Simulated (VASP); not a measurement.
# BaTiO3 (Pm-3m) in VASP: further runs, part 2 of 2

VASP 6.6.1. Earlier steps stand in the parts before.

### Step 4. Single point, LDA

INCAR

```
PREC = Low
ENCUT = 460
EDIFF = 1E-7
ISMEAR = 0
SIGMA = 0.05
LREAL = False
LASPH = True
NELM = 100
ALGO = Normal
ISIF = 2
LWAVE = False
LCHARG = False
GGA = CA
ADDGRID = False
```

KPOINTS

```
Automatic mesh
0
Gamma
  4 4 4
```

POSCAR

```
BaTiO3
1.0
    4.0060000000      0.0000000000      0.0000000000
    0.0000000000      4.0060000000      0.0000000000
    0.0000000000      0.0000000000      4.0060000000
Ba Ti O
1 1 3
Direct
    0.4701120000      0.5031600000      0.5056990000
   -0.0202070000      0.0016430000     -0.0204470000
   -0.0270160000     -0.0188640000      0.5097340000
   -0.0003670000      0.4971430000     -0.0056670000
    0.4958670000     -0.0087980000      0.0064420000
```

Run with:

```sh
cat potpaw_LDA.64/Ba_sv/POTCAR potpaw_LDA.64/Ti_sv/POTCAR potpaw_LDA.64/O/POTCAR > POTCAR
mpirun -np 1 vasp_std > vasp.out
```

Run time: 36 s. Hardware: 1 thread of AMD EPYC 7R13 (Zen 3), shared host; peak memory 0.12 GiB.

These settings aren't checked as converged: the numbers below hold their error.

What came out:

* Free energy: -44.0683 eV
* Pressure: -6.6 GPa
* Largest force: 0.534 eV/Å
* Band gap on the k mesh: 1.81 eV, indirect (least direct gap 2.09 eV)

Caveat: the cutoff is under 1.25 times the usual one of these potentials, so pressure, stress and relaxed cells hold a basis-set (Pulay) error; spin-orbit coupling is left out, which moves the levels of the heavy elements.

### Step 5. Single point, LDA

Edit INCAR of step 4 so:

```diff
@@ -1,2 +1,2 @@
-PREC = Low
+PREC = Normal
 ENCUT = 460
```

KPOINTS is that of step 4.

POSCAR

```
BaTiO3
1.0
    4.0060000000      0.0000000000      0.0000000000
    0.0000000000      4.0060000000      0.0000000000
    0.0000000000      0.0000000000      4.0060000000
Ba Ti O
1 1 3
Direct
    0.5000000000      0.5000000000      0.5000000000
    0.0000000000      0.0000000000      0.0000000000
    0.0000000000      0.0000000000      0.5000000000
    0.0000000000      0.5000000000      0.0000000000
    0.5000000000      0.0000000000      0.0000000000
```

Potentials or basis: VASP PAW LDA potentials, release 64 (Ba_sv, Ti_sv, O).

Run with:

```sh
cat potpaw_LDA.64/Ba_sv/POTCAR potpaw_LDA.64/Ti_sv/POTCAR potpaw_LDA.64/O/POTCAR > POTCAR
mpirun -np 1 vasp_std > vasp.out
```

OUTCAR:

```text
PREC = Normal
   ENCUT = 460
   EDIFF = 1E-7
   ISMEAR = 0
   LREAL = False
   LASPH = True
   NELM = 100
   ISIF = 2
   GGA = CA

 Found     10 irreducible k-points:

 Following reciprocal coordinates:
            Coordinates               Weight
  0.000000  0.000000  0.000000      1.000000
  0.250000  0.000000  0.000000      6.000000
  0.500000  0.000000  0.000000      3.000000
  0.250000  0.250000  0.000000     12.000000
  0.500000  0.250000  0.000000     12.000000
  0.500000  0.500000  0.000000      3.000000
[... 242 lines left out ...]
  --------------------------------------------------------------------------------------
  -------------------------------------------------------------------------------------
  Total       -3.2047763     -3.2047763     -3.2047763     -0.0000000     -0.0000000      0.0000000
  in kB      -79.8684898    -79.8684898    -79.8684898     -0.0000000     -0.0000000      0.0000000
  external PRESSURE =     -79.8684898 kB  Pullay stress =       0.0000000 kB

 VOLUME and BASIS-vectors are now :
 -----------------------------------------------------------------------------
  energy-cutoff  :      460.00
  volume of cell :       64.29
      direct lattice vectors                 reciprocal lattice vectors
     4.006000000  0.000000000  0.000000000     0.249625562  0.000000000  0.000000000
     0.000000000  4.006000000  0.000000000     0.000000000  0.249625562  0.000000000
     0.000000000  0.000000000  4.006000000     0.000000000  0.000000000  0.249625562

 POSITION                                       TOTAL-FORCE (eV/Angst)
 -----------------------------------------------------------------------------------
      2.00300      2.00300      2.00300         0.000000      0.000000      0.000000
      0.00000      0.00000      0.00000         0.000000      0.000000      0.000000
      0.00000      0.00000      2.00300         0.000000      0.000000      0.000000
      0.00000      2.00300      0.00000         0.000000      0.000000      0.000000
      2.00300      0.00000      0.00000         0.000000      0.000000      0.000000
 -----------------------------------------------------------------------------------
    total drift:                                0.000000      0.000000     -0.000000

  FREE ENERGIE OF THE ION-ELECTRON SYSTEM (eV)
  ---------------------------------------------------
  free  energy   TOTEN  =       -44.0898543990 eV

  energy  without entropy=      -44.0898543990  energy(sigma->0) =      -44.08985440
```

OSZICAR:

```text
N       E                     dE             d eps       ncg     rms          rms(c)
DAV:   1     0.409895243908E+03    0.40990E+03   -0.19697E+04   480   0.161E+03
DAV:   2    -0.156784920972E+02   -0.42557E+03   -0.41966E+03   608   0.444E+02
DAV:   3    -0.533810508657E+02   -0.37703E+02   -0.37662E+02   576   0.133E+02
DAV:   4    -0.547836107309E+02   -0.14026E+01   -0.14018E+01   688   0.253E+01
DAV:   5    -0.548239800418E+02   -0.40369E-01   -0.40368E-01   640   0.350E+00    0.224E+01
DAV:   6    -0.445120518104E+02    0.10312E+02   -0.73228E+01   696   0.751E+01    0.102E+01
DAV:   7    -0.442889738911E+02    0.22308E+00   -0.11096E+01   576   0.247E+01    0.613E+00
DAV:   8    -0.441022726849E+02    0.18670E+00   -0.14015E+00   608   0.109E+01    0.236E+00
DAV:   9    -0.441054678893E+02   -0.31952E-02   -0.17784E-01   600   0.302E+00    0.110E+00
DAV:  10    -0.440912513232E+02    0.14217E-01   -0.83134E-02   616   0.282E+00    0.369E-01
DAV:  11    -0.440900369772E+02    0.12143E-02   -0.11564E-02   728   0.821E-01    0.904E-02
DAV:  12    -0.440898765692E+02    0.16041E-03   -0.18826E-03   584   0.420E-01    0.538E-02
DAV:  13    -0.440898564804E+02    0.20089E-04   -0.20727E-04   624   0.105E-01    0.107E-02
DAV:  14    -0.440898583731E+02   -0.18928E-05   -0.61685E-05   584   0.750E-02    0.187E-02
DAV:  15    -0.440898544061E+02    0.39671E-05   -0.14289E-05   584   0.358E-02    0.272E-03
DAV:  16    -0.440898543990E+02    0.70318E-08   -0.81263E-07   672   0.571E-03
   1 F= -.44089854E+02 E0= -.44089854E+02  d E =-.232696E-29
```

Wall time 9.9 s (1 thread of AMD EPYC 7R13 (Zen 3), shared host); peak memory 0.11 GiB.

These settings aren't checked as converged: the numbers below hold their error.

Results:

```yaml
Free_energy: -44.0899 eV
Pressure: -8.0 GPa
Band_gap_on_the_k_mesh: 1.63 eV, indirect (least direct gap 1.78 eV)
```

Caveat: the cutoff is under 1.25 times the usual one of these potentials, so pressure, stress and relaxed cells hold a basis-set (Pulay) error; spin-orbit coupling is left out, which moves the levels of the heavy elements.

### Step 6. Single point, LDA

INCAR is that of step 5.

KPOINTS is that of step 5.

POSCAR

```
BaTiO3
1.0
    4.0060000000      0.0000000000      0.0000000000
    0.0000000000      4.0060000000      0.0000000000
    0.0000000000      0.0000000000      4.0060000000
Ba Ti O
1 1 3
Direct
    0.4701120000      0.5031600000      0.5056990000
   -0.0202070000      0.0016430000     -0.0204470000
   -0.0270160000     -0.0188640000      0.5097340000
   -0.0003670000      0.4971430000     -0.0056670000
    0.4958670000     -0.0087980000      0.0064420000
```

Potentials or basis: VASP PAW LDA potentials, release 64 (Ba_sv, Ti_sv, O).

Run with:

```sh
cat potpaw_LDA.64/Ba_sv/POTCAR potpaw_LDA.64/Ti_sv/POTCAR potpaw_LDA.64/O/POTCAR > POTCAR
mpirun -np 1 vasp_std > vasp.out
```

OUTCAR:

```text
PREC = Normal
   ENCUT = 460
   EDIFF = 1E-7
   ISMEAR = 0
   LREAL = False
   LASPH = True
   NELM = 100
   ISIF = 2
   GGA = CA

 Found     36 irreducible k-points:

 Following reciprocal coordinates:
            Coordinates               Weight
  0.000000  0.000000  0.000000      1.000000
  0.250000  0.000000  0.000000      2.000000
  0.000000  0.250000  0.000000      2.000000
  0.000000  0.000000  0.250000      2.000000
  0.500000  0.000000  0.000000      1.000000
  0.000000  0.500000  0.000000      1.000000
[... 242 lines left out ...]
  --------------------------------------------------------------------------------------
  -------------------------------------------------------------------------------------
  Total       -2.7655757     -3.0130343     -2.1570214     -0.0899813     -0.1138840     -0.1469516
  in kB      -68.9228623    -75.0899511    -53.7566511     -2.2424870     -2.8381840     -3.6622841
  external PRESSURE =     -65.9231548 kB  Pullay stress =       0.0000000 kB

 VOLUME and BASIS-vectors are now :
 -----------------------------------------------------------------------------
  energy-cutoff  :      460.00
  volume of cell :       64.29
      direct lattice vectors                 reciprocal lattice vectors
     4.006000000  0.000000000  0.000000000     0.249625562  0.000000000  0.000000000
     0.000000000  4.006000000  0.000000000     0.000000000  0.249625562  0.000000000
     0.000000000  0.000000000  4.006000000     0.000000000  0.000000000  0.249625562

 POSITION                                       TOTAL-FORCE (eV/Angst)
 -----------------------------------------------------------------------------------
      1.88327      2.01566      2.02583         0.354712     -0.142059     -0.375546
      3.92505      0.00658      3.92409        -0.451537      0.047991     -0.023865
      3.89777      3.93043      2.04199         0.349124      0.366916      0.179496
      4.00453      1.99155      3.98330        -0.138564     -0.460420      0.222365
      1.98644      3.97076      0.02581        -0.113735      0.187572     -0.002449
 -----------------------------------------------------------------------------------
    total drift:                               -0.001470     -0.000083      0.000742

  FREE ENERGIE OF THE ION-ELECTRON SYSTEM (eV)
  ---------------------------------------------------
  free  energy   TOTEN  =       -44.0635099593 eV

  energy  without entropy=      -44.0635099593  energy(sigma->0) =      -44.06350996
```

Run time: 33 s. Hardware: 1 thread of AMD EPYC 7R13 (Zen 3), shared host; peak memory 0.13 GiB.

These settings aren't checked as converged: the numbers below hold their error.

Results:

```
Free energy            : -44.0635 eV
Pressure               : -6.6 GPa
Largest force          : 0.537 eV/Å
Band gap on the k mesh : 1.81 eV, indirect (least direct gap 2.09 eV)
```

Caveat: the cutoff is under 1.25 times the usual one of these potentials, so pressure, stress and relaxed cells hold a basis-set (Pulay) error; spin-orbit coupling is left out, which moves the levels of the heavy elements.

### Step 7. For comparison

An earlier run on the cell as given: functional PBEsol; potentials or basis VASP PAW PBE potentials, release 64 (Ba_sv, Ti_sv, O); cutoff 520 eV; k mesh 7 × 7 × 7; occupations fermi-dirac, width 0.05 eV; no spin polarisation.

- Pressure: -2.8 GPa
- Band gap on the k mesh: 1.76 eV, indirect (least direct gap 1.84 eV)
